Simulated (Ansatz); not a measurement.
# InAs: the cost of one run

Method: DFT PBEsol, scalar-relativistic, plane waves, PAW, in Ansatz 0.2.0.

The COD entry's cell or inner coordinates are ideal or old and differ from later refinements, so a difference from it is no clean test against experiment.

2 further runs of the same task are left out: 2 set aside as unsound or not needed.

**1. The system as given**

The structure is cubic, space group F-43m (No. 216). Conventional cell: a = 6.087 Å, b = 6.087 Å, c = 6.087 Å, α = 90.00°, β = 90.00°, γ = 90.00°. In (site symmetry -43m) has 4 As at 2.64 Å as nearest neighbours. As (site symmetry -43m) has 4 In at 2.64 Å as nearest neighbours.

As a file:

```cif
data_structure
_symmetry_space_group_name_H-M 'P 1'
_symmetry_Int_Tables_number 1
_cell_length_a 4.3045
_cell_length_b 4.3045
_cell_length_c 4.3045
_cell_angle_alpha 60.000
_cell_angle_beta 60.000
_cell_angle_gamma 60.000
_cell_volume 56.40
loop_
_atom_site_label
_atom_site_type_symbol
_atom_site_fract_x
_atom_site_fract_y
_atom_site_fract_z
_atom_site_occupancy
In1 In 0.00000 0.00000 0.00000 1
As1 As 0.75000 0.75000 0.75000 1
```

It is the result of an earlier relaxation at this level (volume 28.20 Å³/atom; gap on the mesh: none (metal)).

**2. Bulk reference on the slab's mesh**

input.yaml

```yaml
crystal:
  lattice:
    - [4.3044884338, 0.0, 0.0]
    - [0.0, 4.3044884338, 0.0]
    - [2.1522442169, 2.1522442169, 3.0437329611]
  atoms:
    - { symbol: In, position: [0.0, 0.0, 0.0] }
    - { symbol: As, position: [0.75, 0.25, 0.5] }
basis:
  ecutwfc: 420
kpoints:
  mp_grid: { grid: [8, 8, 11] }
hamiltonian:
  xc: pbesol
scf:
  occupations: { method: gaussian, width: 0.1 }
output:
  forces: true
  stress: true
  eigenvalues: true
```

Launch:

```console
$ ansatz run input.yaml --threads 1 --pin off --max-ram 2560MiB --backend cpu --events-out ev --progress --plain --runs-dir out
```

**Question.** How long does this run take on 1 thread of Intel Xeon 6975P-C (Granite Rapids), shared host, and how much memory does it need?

About 7.1 s, with a peak of 0.56 GiB.
